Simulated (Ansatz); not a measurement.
**B: computed DOS**

```cif
data_structure
_symmetry_space_group_name_H-M 'P 1'
_symmetry_Int_Tables_number 1
_cell_length_a 1.9984
_cell_length_b 1.9984
_cell_length_c 1.9984
_cell_angle_alpha 109.471
_cell_angle_beta 109.471
_cell_angle_gamma 109.471
_cell_volume 6.14
loop_
_atom_site_label
_atom_site_type_symbol
_atom_site_fract_x
_atom_site_fract_y
_atom_site_fract_z
_atom_site_occupancy
B1 B 0.00000 0.00000 0.00000 1
```

The runs use the primitive cell with vectors (-1.154, 1.154, 1.154), (1.154, -1.154, 1.154), (1.154, 1.154, -1.154) Å, to which the k mesh refers.

Conventional cell: a = 2.308 Å, b = 2.308 Å, c = 2.308 Å, α = 90.00°, β = 90.00°, γ = 90.00°. B (atom 1) is surrounded by 8 B at 2.00 Å.

The structure comes from a relaxation in the same program, started in the bcc type, and has space group Im-3m. Whether it is a known phase or the ground state wasn't checked.

The calculation used DFT, PBE, all-electron LAPW, scalar-relativistic (Ansatz 0.2.0).

Numerical set-up: a Γ-centred 18×18×18 k mesh, Fermi–Dirac smearing of 0.08 eV, basis error target 0.25 meV/atom, no spin polarisation.

States per eV and cell, averaged over 0.4 eV, from -9.8 to 5.6 eV, with energies (bin centres) from the Fermi level; empty bins are left out. 

```
E (eV)  total
  -9.7   0.21
  -9.3   0.24
  -8.9   0.25
  -8.5   0.23
  -8.1   0.21
  -7.7   0.19
  -7.3   0.18
  -6.9   0.16
  -6.5   0.14
  -6.1   0.12
  -5.7   0.11
  -5.3   0.08
  -4.9   0.06
  -4.5   0.07
  -4.1   0.15
  -3.7   0.27
  -3.3   0.33
  -2.9   0.30
  -2.5   0.28
  -2.1   0.25
  -1.7   0.24
  -1.3   0.23
  -0.9   0.22
  -0.5   0.21
  -0.1   0.21
   0.3   0.25
   0.7   0.35
   1.1   0.34
   1.5   0.33
   1.9   0.32
   2.3   0.32
   2.7   0.31
   3.1   0.32
   3.5   0.32
   3.9   0.32
   4.3   0.31
   4.7   0.31
   5.1   0.31
   5.5   0.31
```
